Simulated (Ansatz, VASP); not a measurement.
Two plane-wave programs on Yb

INCAR

```
SYSTEM = Yb
PREC = Accurate
ENCUT = 520
EDIFF = 1E-6
ISMEAR = -1
SIGMA = 0.1
LREAL = .False.
LASPH = .True.
NELM = 60
ALGO = Fast
ISIF = 2
LWAVE = .False.
LCHARG = .False.
GGA = PS
NBANDS = 31
```

KPOINTS

```
regular mesh
0
Gamma
  8 8 8
  0 0 0
```

POSCAR

```
Yb
1.0
    0.0000000000      4.2770955275      4.2770955275
    4.2770955275      0.0000000000      4.2770955275
    4.2770955275      4.2770955275      0.0000000000
Yb
2
Direct
    0.1250000000      0.1250000000      0.1250000000
    0.8750000000      0.8750000000      0.8750000000
```

Input for Ansatz:

```yaml
crystal:
  lattice:
    - [0.0, 4.2770955275, 4.2770955275]
    - [4.2770955275, 0.0, 4.2770955275]
    - [4.2770955275, 4.2770955275, 0.0]
  atoms:
    - { symbol: Yb, position: [0.125, 0.125, 0.125] }
    - { symbol: Yb, position: [0.875, 0.875, 0.875] }
hamiltonian:
  xc: pbesol
  pseudopotentials:
    kind: paw
    azcp:
      Yb: "pseudopotentials/Yb.paw.azcp"
basis:
  ecutwfc: 420
  fft_grid_basis: typed
kpoints:
  mp_grid: { grid: [8, 8, 8], shift: [0, 0, 0] }
magnetization:
  spin_polarized: false
scf:
  occupations: { method: fermi_dirac, width: 0.1 }
  lower_state_search: "off"
output:
  stress: true
  write_density: true
  write_potential: true
  elf: true
  volumetric_format: npy
```

Alike in both runs: task single point; functional PBEsol; k mesh 8 × 8 × 8; occupations fermi-dirac, width 0.1 eV; no spin polarisation.

|  | VASP | Ansatz |
| --- | --- | --- |
| version | VASP 6.6.1 | Ansatz 0.2.0 |
| potentials or method | VASP PAW PBE potentials, release 64 (Yb) | plane waves (420 eV) with PAW, scalar-relativistic |
| plane-wave cutoff (eV) | 520 | 420 |
| valence electrons in the cell | 48 | 48 |

```csv
,VASP,Ansatz,Ansatz less VASP
pressure (GPa),-0.4,-0.3,+0.09
```

Ansatz warned: «pseudo_functional_mismatch».

Caveats: the PAW data sets were made with another functional, which shifts forces and pressure a little (VASP). Spin polarisation is off, so any magnetic state and its effect on volume and gap are missing. The runs have no spin-orbit coupling, so splittings on Yb are missing.
